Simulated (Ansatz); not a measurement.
Consider AlSb in the zinc blende structure (space group F-43m, No. 216; a = 6.1570 Å). Axes: x, y, z lie along the cube axes.

Computed with Kohn–Sham DFT with the PBEsol functional, run in Ansatz (a first-principles code) with PAW and 420 eV plane waves, no spin-orbit coupling.

The change: every lattice vector is shortened by 1.25 %; the atoms relax in the strained cell.

Task: Predict the stress tensor and what it implies for the stiffness.

Result: Stress of the strained cell less that of the base (GPa, compression positive):
```
   2.21    0.00    0.00
   0.00    2.21    0.00
   0.00    0.00    2.21
```

Then B = −ΔP/(ΔV/V₀) with ΔV/V₀ = -0.0370 gives secant stiffness values (nonlinear terms included at this strain): B ≈ 60 GPa.

As a check, the harmonic strain energy −½ V₀ Δσ:ε is 7.5 meV/atom; the computed energy rise is 7.2 meV/atom.

No phonon test of stability was made.
